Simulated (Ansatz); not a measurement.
# Elastic constants of AlO$_{2}$: input and output

All numbers below come from DFT PBEsol, scalar-relativistic, plane waves, PAW in Ansatz 0.2.0.

Launched with:
```bash
ansatz run input.yaml --threads 4 --pin off --max-ram 12288MiB --backend cpu --events-out ev --progress --plain --runs-dir out
```

Input (bare energies are in eV):
```yaml
crystal:
  lattice:
    - [9.2644078132, 0.0, 0.0]
    - [0.0, 2.8813654333, 0.0]
    - [0.0, 0.0, 4.7840883596]
  atoms:
    - { symbol: Al, position: [0.1612411345, 0.25, 0.9546982794] }
    - { symbol: Al, position: [0.8387588655, 0.75, 0.0453017206] }
    - { symbol: Al, position: [0.3387588655, 0.75, 0.4546982794] }
    - { symbol: Al, position: [0.6612411345, 0.25, 0.5453017206] }
    - { symbol: O, position: [0.7733377651, 0.25, 0.2379762358] }
    - { symbol: O, position: [0.2266622349, 0.75, 0.7620237642] }
    - { symbol: O, position: [0.7266622349, 0.75, 0.7379762358] }
    - { symbol: O, position: [0.2733377651, 0.25, 0.2620237642] }
    - { symbol: O, position: [0.9650974113, 0.25, 0.8461085491], spin: 0.89 }
    - { symbol: O, position: [0.0349025887, 0.75, 0.1538914509], spin: 0.89 }
    - { symbol: O, position: [0.5349025887, 0.75, 0.3461085491], spin: 0.89 }
    - { symbol: O, position: [0.4650974113, 0.25, 0.6538914509], spin: 0.89 }
basis:
  ecutwfc: 420
kpoints:
  mp_grid: { grid: [4, 12, 8] }
hamiltonian:
  xc: pbesol
scf:
  occupations: { method: gaussian, width: 0.2 }
output:
  forces: true
  stress: true
  eigenvalues: true
  populations: true
magnetization:
  spin_polarized: true
elastic:
  mode: clamped_ion
  amplitude: 0.005
  stencil: two_point
```

From the output:
```
--- Elastic constants: 6 strain directions × 2 members + reference (group order 8) ---
  dense FFT box of the reference and of every strained cell: 64×20×36
  strains applied: 11, 22, 33, 23, 13, 12; error gains: componentwise 1.00 (the most a stress slope's error grows in a printed constant), spectral 1.00 (1 for all six strains in a standard setting)
  C = ∂σ_k/∂η_j (tension-positive GPa; Voigt order 11 22 33 23 13 12):
       294.552     93.823    120.368      0.000      0.000      0.000
        93.767    358.655     95.431     -0.000     -0.000     -0.000
       120.320     95.441    266.290     -0.000     -0.000     -0.000
         0.000     -0.000     -0.000    114.744      0.000      0.000
         0.000      0.000      0.000      0.000    113.935      0.000
        -0.000      0.000      0.000      0.000     -0.000     86.899
  reference stress σ⁰ (GPa):     -0.003     -0.002     -0.001     -0.000      0.000      0.000
  C* (energy form; C + prestress term) asymmetry max|C*_kj − C*_jk| = 5.537e-2 GPa — a small one proves nothing (zero by symmetry where the batch's group is 432, −43m or m−3m); a large one is finite-difference/SCF noise where every solve ...
  moduli (Voigt/Reuss/Hill, GPa): K = 170.96/169.84/170.40   G = 103.78/100.58/102.18   E = 255.47   ν = 0.250
  mechanically stable: yes (min eigenvalue of sym C = 86.90 GPa)
  strain η (Voigt 11):  stress-route row diagonal C_11 = 294.55 GPa, energy-path curvature d²(F+E_count+ΔE)/dδ²/Ω₀ = 294.52 GPa
         δ    σ_11 (GPa) F (eV) n_scf n_hpsi n_pw
    -5.000e-3      -1.4993       -6590.7001826      12  202450   2512
     5.000e-3       1.4462       -6590.7002595      15  239786   2534
  strain η (Voigt 22):  stress-route row diagonal C_22 = 358.66 GPa, energy-path curvature d²(F+E_count+ΔE)/dδ²/Ω₀ = 358.79 GPa
         δ    σ_22 (GPa) F (eV) n_scf n_hpsi n_pw
    -5.000e-3      -1.8270       -6590.6995683      13  205005   2514
     5.000e-3       1.7595       -6590.6996806      10  185119   2544
  strain η (Voigt 33):  stress-route row diagonal C_33 = 266.29 GPa, energy-path curvature d²(F+E_count+ΔE)/dδ²/Ω₀ = 266.47 GPa
         δ    σ_33 (GPa) F (eV) n_scf n_hpsi n_pw
    -5.000e-3      -1.3463       -6590.7004547      12  193619   2520
     5.000e-3       1.3166       -6590.7006124      14  235562   2536
  strain η (Voigt 23):  stress-route row diagonal C_44 = 114.74 GPa, energy-path curvature d²(F+E_count+ΔE)/dδ²/Ω₀ = 114.78 GPa
         δ    σ_23 (GPa) F (eV) n_scf n_hpsi n_pw
    -5.000e-3      -0.5737       -6590.7019307      11  261952   2526
     5.000e-3       0.5737       -6590.7019307      10  252718   2526
  strain η (Voigt 13):  stress-route row diagonal C_55 = 113.93 GPa, energy-path curvature d²(F+E_count+ΔE)/dδ²/Ω₀ = 113.96 GPa
         δ    σ_13 (GPa) F (eV) n_scf n_hpsi n_pw
    -5.000e-3      -0.5697       -6590.7020167      15  275717   2526
     5.000e-3       0.5697       -6590.7020167      12  244623   2526
  strain η (Voigt 12):  stress-route row diagonal C_66 = 86.90 GPa, energy-path curvature d²(F+E_count+ΔE)/dδ²/Ω₀ = 86.79 GPa
         δ    σ_12 (GPa) F (eV) n_scf n_hpsi n_pw
    -5.000e-3      -0.4345       -6590.7022871      11  224890   2532
     5.000e-3       0.4345       -6590.7022871      10  216562   2532
--- Löwdin populations: 12 sites ---
  site symbol q [e]    m [muB]
     0     Al      1.6992    -0.0379
     1     Al      1.6992    -0.0379
     2     Al      1.6992    -0.0379
     3     Al      1.6992    -0.0379
     4      O      6.7972     0.0890
     5      O      6.7972     0.0890
     6      O      6.7972     0.0890
     7      O      6.7972     0.0890
     8      O      6.3945     0.9529
     9      O      6.3945     0.9529
    10      O      6.3945     0.9529
    11      O      6.3945     0.9529
  spilling = 0.007277 (of n_electrons = 60.000000)
```

Time: 2.4 min on 4 threads of Intel(R) Xeon(R) 6975P-C (Granite Rapids), with other jobs on the host, peak memory 1.7 GiB.

Without a gap, frequencies and elastic constants depend on the k mesh and the smearing, soft modes and shear constants most. A semilocal functional can close a gap that the real compound has.

Clamped-ion constants are upper bounds: once the atoms relax, a strain can turn out softer or unstable.

The bands only touch here, so at this level the crystal is a zero-gap semiconductor or semimetal, not an ordinary metal.